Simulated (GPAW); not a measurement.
## P K-edge XANES of zinc-blende (GaP)₁₋ₓ(InP)ₓ at x = 1

What does the P K edge look like in zinc-blende (GaP)₁₋ₓ(InP)ₓ at x = 1?

Main program and level: GPAW 26.7.0; X-ray absorption from dipole matrix elements to empty bands, plane-wave PAW PBE.

### 1. The starting structure

It takes space group F-43m (No. 216, cubic). The conventional cell has a = 5.869 Å, b = 5.869 Å, c = 5.869 Å, α = 90.00°, β = 90.00°, γ = 90.00°. Nearest to In lie 4 P at 2.54 Å. Nearest to P lie 4 In at 2.54 Å. 16-atom zinc-blende cell, 8 of 8 Ga sites taken by In at random, lattice constants typed for the ends and interpolated (Vegard). Farther neighbours are not listed.

Coordinates:

```cif
data_structure
_symmetry_space_group_name_H-M 'P 1'
_symmetry_Int_Tables_number 1
_cell_length_a 8.3000
_cell_length_b 8.3000
_cell_length_c 8.3000
_cell_angle_alpha 60.000
_cell_angle_beta 60.000
_cell_angle_gamma 60.000
_cell_volume 404.32
loop_
_atom_site_label
_atom_site_type_symbol
_atom_site_fract_x
_atom_site_fract_y
_atom_site_fract_z
_atom_site_occupancy
In1 In 0.00000 0.00000 0.00000 1
P2 P 0.12500 0.12500 0.12500 1
In3 In 0.00000 0.00000 0.50000 1
P4 P 0.12500 0.12500 0.62500 1
In5 In 0.00000 0.50000 0.00000 1
P6 P 0.12500 0.62500 0.12500 1
In7 In 0.00000 0.50000 0.50000 1
P8 P 0.12500 0.62500 0.62500 1
In9 In 0.50000 0.00000 0.00000 1
P10 P 0.62500 0.12500 0.12500 1
In11 In 0.50000 0.00000 0.50000 1
P12 P 0.62500 0.12500 0.62500 1
In13 In 0.50000 0.50000 0.00000 1
P14 P 0.62500 0.62500 0.12500 1
In15 In 0.50000 0.50000 0.50000 1
P16 P 0.62500 0.62500 0.62500 1
```

### 2. Ground state of the crystal

A plain self-consistent run shows whether there is a gap, which decides the set-up of the core-hole run.

Input file scf.py:

```python
import numpy as np
from ase import Atoms
from ase.parallel import parprint, paropen
from gpaw import GPAW, PW, FermiDirac, Mixer, MixerDif, setup_paths
from gpaw.test import gen
setup_paths.insert(0, '.')
gen('P', name='nch1s', xcname='PBE', corehole=(1, 0, 0), write_xml=True)
from gpaw.mpi import world
world.barrier()

atoms = Atoms('InPInPInPInPInPInPInPInP',
    cell=[[0, 5.869, 5.869],
     [5.869, 0, 5.869],
     [5.869, 5.869, 0]],
    scaled_positions=[[0, 0, 0],
     [0.125, 0.125, 0.125],
     [0, 0, 0.5],
     [0.125, 0.125, 0.625],
     [0, 0.5, 0],
     [0.125, 0.625, 0.125],
     [0, 0.5, 0.5],
     [0.125, 0.625, 0.625],
     [0.5, 0, 0],
     [0.625, 0.125, 0.125],
     [0.5, 0, 0.5],
     [0.625, 0.125, 0.625],
     [0.5, 0.5, 0],
     [0.625, 0.625, 0.125],
     [0.5, 0.5, 0.5],
     [0.625, 0.625, 0.625]],
    pbc=True)
atoms.calc = calc = GPAW(legacy_gpaw=True, mode=PW(400, force_complex_dtype=True), xc='PBE', setups={1: 'nch1s'},
    kpts={'size': (4, 4, 4), 'gamma': True}, occupations=FermiDirac(0.05),
    charge=0, mixer=Mixer(0.1, 5, 50), maxiter=150,
    convergence={'density': 0.0001, 'eigenstates': 1e-6}, txt='scf.txt')
energy = atoms.get_potential_energy() + calc.get_reference_energy()
ef = calc.get_fermi_level()
out = dict(energy=energy, fermi=ef, forces=atoms.get_forces().tolist())
parprint(f'all-electron energy {energy:.4f} eV, Fermi level {ef:.4f} eV')
ev = np.array([[calc.get_eigenvalues(k, s) for k in range(len(calc.get_ibz_k_points()))] for s in range(calc.get_number_of_spins())])
out['homo'], out['lumo'], out['counts'] = ev[ev < ef].max(), ev[ev > ef].min(), sorted(set((ev < ef).sum((0, 2)).tolist()))
out['filled'] = (ev[:, 0] < ef).sum(1).tolist()
import json
with paropen('out.json', 'w') as f:
    json.dump(out, f)
```

Command:

```
OMP_NUM_THREADS=1 mpirun -n 4 gpaw python scf.py
```

Numbers of over 12 decimals in the logs are rounded to 6 here.

What it wrote:

```text
Input parameters:
  convergence: {density: 0.0001,
                eigenstates: 1e-06}
  kpts: {gamma: True,
         size: (4, 4, 4)}
  maxiter: 150
  mixer: {backend: pulay,
          beta: 0.1,
          method: separate,
          nmaxold: 5,
          weight: 50}
  mode: {ecut: 400.0,
         force_complex_dtype: True,
         name: pw}
  occupations: {fixmagmom: False,
                name: fermi-dirac,
                width: 0.05}
  setups: {1: nch1s}
  xc: PBE

Initialize ...

[... PAW data sets ...]

Reference energy: -1354226.666815  # eV

Spin-paired calculation

[... convergence settings ...]
Symmetries present (total): 6
  [... symmetry matrices ...]

64 k-points: 4 x 4 x 4 Monkhorst-Pack grid + [1/8,1/8,1/8]
13 k-points in the irreducible part of the Brillouin zone
       k-points in crystal coordinates                weights
   0:     0.00000000    0.00000000    0.00000000          1/64
   1:     0.25000000    0.00000000   -0.25000000          6/64
   2:     0.25000000    0.00000000    0.00000000          6/64
   3:     0.25000000    0.25000000   -0.25000000          6/64
   4:     0.25000000    0.25000000    0.00000000          6/64
   5:     0.25000000    0.25000000    0.25000000          2/64
   6:     0.50000000    0.00000000    0.00000000          3/64
   7:     0.50000000    0.25000000   -0.25000000          6/64
   8:     0.50000000    0.25000000    0.00000000         12/64
   9:     0.50000000    0.25000000    0.25000000          6/64
          ...
  12:     0.50000000    0.50000000    0.50000000          1/64

Wave functions: Plane wave expansion
  Cutoff energy: 400.000 eV
  Number of coefficients (min, max): 7312, 7391
  Pulay-stress correction: 0.000000 eV/Ang^3 (de/decut=0.000000)
  Using FFTW library
  Wavefunction extrapolation:
    Improved wavefunction reuse through dual PAW basis

Occupation numbers: Fermi-Dirac:
  width: 0.0500  # eV

Eigensolver
   Davidson(niter=2)

Densities:
  Coarse grid: 40*40*40 grid
  Fine grid: 80*80*80 grid
  Total Charge: 0.000000

Density mixing:
  Method: separate
  Backend: pulay
  Linear mixing parameter: 0.1
  old densities: 5
  Width of damping distribution: 1.1
  Damping of long wavelength oscillations: 50

[... Hamiltonian set-up ...]
Number of atoms: 16
Number of atomic orbitals: 104
Number of bands in calculation: 91
Number of valence electrons: 144
Bands to converge: occupied

... initialized

Initializing position-dependent things.

Density initialized from atomic densities
Creating initial wave functions:
  91 bands from LCAO basis set

                              P

                     P   In
                       P
                In
              P             P
                  In
                   P
         In            In
                     P
              In
            P   In

       In

Atomic positions and initial magnetic moments

Positions:
   0 In     0.000000    0.000000    0.000000    ( 0.0000,  0.0000,  0.0000)
   1 P      1.467250    1.467250    1.467250    ( 0.0000,  0.0000,  0.0000)
   2 In     2.934500    2.934500    0.000000    ( 0.0000,  0.0000,  0.0000)
   3 P      4.401750    4.401750    1.467250    ( 0.0000,  0.0000,  0.0000)
   4 In     2.934500    0.000000    2.934500    ( 0.0000,  0.0000,  0.0000)
   5 P      4.401750    1.467250    4.401750    ( 0.0000,  0.0000,  0.0000)
   6 In     5.869000    2.934500    2.934500    ( 0.0000,  0.0000,  0.0000)
[...]
13 P      4.401750    4.401750    7.336250    ( 0.0000,  0.0000,  0.0000)
  14 In     5.869000    5.869000    5.869000    ( 0.0000,  0.0000,  0.0000)
  15 P      7.336250    7.336250    7.336250    ( 0.0000,  0.0000,  0.0000)

Unit cell:
           periodic     x           y           z      points  spacing
  1. axis:    yes    0.000000    5.869000    5.869000    40     0.1694
  2. axis:    yes    5.869000    0.000000    5.869000    40     0.1694
  3. axis:    yes    5.869000    5.869000    0.000000    40     0.1694

  Lengths:   8.300019   8.300019   8.300019
  Angles:   60.000000  60.000000  60.000000

Effective grid spacing dv^(1/3) = 0.1849

iter:   1   -70.557915
iter:   2   -69.460504   -1.72  -1.11
iter:   3   -67.783221   -1.53  -1.18
iter:   4   -67.760521   -3.16  -1.56
iter:   5   -67.789353c  -2.79  -1.65
iter:   6   -67.758086c  -3.31  -2.46
iter:   7   -67.758816c  -4.26  -2.53
iter:   8   -67.757076c  -4.83  -2.75
iter:   9   -67.756949c  -5.34  -3.05
iter:  10   -67.756782c  -5.45  -3.32
iter:  11   -67.756783c  -6.73c -4.28c

Converged after 11 iterations.

Dipole moment: (-21.850893, -21.850893, -21.850893) |e|*Ang

Energy contributions relative to reference atoms: (reference = -1354226.666815)

Kinetic:       +189.001755
Potential:     -174.292503
External:        +0.000000
XC:             -84.923262
Entropy (-ST):   -0.000052
Local:           +2.457253
SIC:             +0.000000
--------------------------
Free energy:    -67.756809
Extrapolated:   -67.756783

Showing only first 2 kpts
 Kpt  Band  Eigenvalues  Occupancy
  0    70      4.87656    1.99883
  0    71      4.87656    1.99883
  0    72      5.55823    0.00408
  0    73      6.36321    0.00000

  1    70      3.80078    2.00000
  1    71      4.63822    1.99999
  1    72      7.18135    0.00000
  1    73      7.24067    0.00000

Fermi level: 5.24865

Gap: 0.682 eV
Transition (v -> c):
  (s=0, k=0, n=71, [0.00, 0.00, 0.00]) -> (s=0, k=0, n=72, [0.00, 0.00, 0.00])
No difference between direct/indirect transitions

Forces in eV/Ang:
  0 In   -0.00009   -0.00009   -0.00009
  1 P    -0.00041   -0.00041   -0.00041
  2 In   -0.00011   -0.00011   -0.00001
  3 P    -0.00043   -0.00043   -0.00038
  4 In   -0.00011   -0.00001   -0.00011
  5 P    -0.00043   -0.00038   -0.00043
  6 In   -0.00013   -0.00007   -0.00007
[...]
13 P    -0.00027   -0.00027   -0.00034
 14 In   -0.00005   -0.00005   -0.00005
 15 P    -0.00031   -0.00031   -0.00031
Scalar-relativistic atomic PBE calculation for P (Phosphorus, Z=15)
Core hole in 1s state (1s occupation: 2.0)
450 radial gridpoints.
|------------------------------------------------|
|------------------------------------------------|
[... the atom generator's iteration count ...]

Energy contributions:
-------------------------
Kinetic:     +342.906436
XC:           -22.991824
Potential:   -661.790396
-------------------------
Total:       -341.875784

state      eigenvalue         ekin         rmax
-----------------------------------------------
1s^2.0 :   -76.579645   106.980195        0.068
2s^2.0 :    -6.393391    15.726762        0.419
2p^6.0 :    -4.575064    14.823216        0.354
3s^2.0 :    -0.513310     2.126100        1.575
3p^3.0 :    -0.202354     1.433676        1.835
-----------------------------------------------
(units: Bohr and Hartree)

Generating PAW setup
Kinetic energy of the core from tauc = 335.182992
Cutoffs:
rc(s)=1.800
rc(p)=1.800
rc(d)=1.800
rc(vbar)=1.620
rc(comp)=1.800
rc(nct)=1.800

Kinetic energy of the core states: 334.353209
Charge: 0.0
Core electrons: 10.0
Valence electrons: 5.0
Pseudo-core charge: 0.177519
Shape function alpha=3.086
Pseudo-electron charge 5.446445
state    eigenvalue         norm
--------------------------------
3s(2) :    -0.513310     1.123125
*s    :     0.486690
3p(3) :    -0.202354     1.007558
*p    :     0.797646
*d    :     0.000000
--------------------------------

Diagonalizing with gridspacing h=0.050

state   all-electron     PAW
-------------------------------
3s:      -0.513310    -0.513614
3p:      -0.202354    -0.202609
*d:                    0.037583
*f:                    0.071811
-------------------------------
all-electron energy -1354294.4236 eV, Fermi level 5.2487 eV
```

Elapsed: 44 s, on 4 MPI ranks of INTEL XEON PLATINUM 8581C at 2.30GHz (Emerald Rapids), shared host; peak memory 0.38 GiB.

The mesh shows a gap of 0.68 eV. The excited electron is kept all the same, so that all members of the series, with or without a gap, are treated alike.

### 3. Reference energy of the cell

The photon energy needs a difference of total energies, so the cell and mesh of the coming hole run are first run without a hole.

scf.py, as its differences from that of step 2:

```diff
@@ -32,3 +32,3 @@
 atoms.calc = calc = GPAW(legacy_gpaw=True, mode=PW(400, force_complex_dtype=True), xc='PBE', setups={1: 'nch1s'},
-    kpts={'size': (4, 4, 4), 'gamma': True}, occupations=FermiDirac(0.05),
+    kpts={'size': (3, 3, 3), 'gamma': True}, occupations=FermiDirac(0.02),
     charge=0, mixer=Mixer(0.1, 5, 50), maxiter=150,
```

What it wrote:

```text
Input parameters:
  convergence: {density: 0.0001,
                eigenstates: 1e-06}
  kpts: {gamma: True,
         size: (3, 3, 3)}
  maxiter: 150
  mixer: {backend: pulay,
          beta: 0.1,
          method: separate,
          nmaxold: 5,
          weight: 50}
  mode: {ecut: 400.0,
         force_complex_dtype: True,
         name: pw}
  occupations: {fixmagmom: False,
                name: fermi-dirac,
[...]
3s(2) :    -0.513310     1.123125
*s    :     0.486690
3p(3) :    -0.202354     1.007558
*p    :     0.797646
*d    :     0.000000
--------------------------------

Diagonalizing with gridspacing h=0.050

state   all-electron     PAW
-------------------------------
3s:      -0.513310    -0.513614
3p:      -0.202354    -0.202609
*d:                    0.037583
*f:                    0.071811
-------------------------------
all-electron energy -1354294.3375 eV, Fermi level 5.2334 eV
[key lines of the parts left out:]
Converged after 11 iterations.
Dipole moment: (-21.821451, -21.821451, -21.821451) |e|*Ang
Free energy:    -67.670723
Fermi level: 5.23336
```

Run time: 21 s. Hardware: 4 MPI ranks; peak memory 0.28 GiB; 84 s of CPU time.

Reference energy: -1354294.337 eV with the cores included.

[end of part 1 of 2]

[Banner, clock and machine lines of the logs are left out without a mark of their own.]

[Logs are printed without paths, hosts, clocks, repeated set-up lines and the standing remarks that a program may print on its own settings, such as how far it seeks lower states.]

[Hosts, paths, dates, database ids (printed as entryN), source tags and the programs' standing remarks are cut or masked in the printed files.]

[Lists of maxima count a maximum above −3 eV only where it reaches 4 % of the highest in the window and stands out from its surroundings by 2 % of it (1.5 % where it reaches 55 %); shoulders and weaker maxima are passed over, and of the rest the first, up to two pre-edge ones and the few strongest are named.]
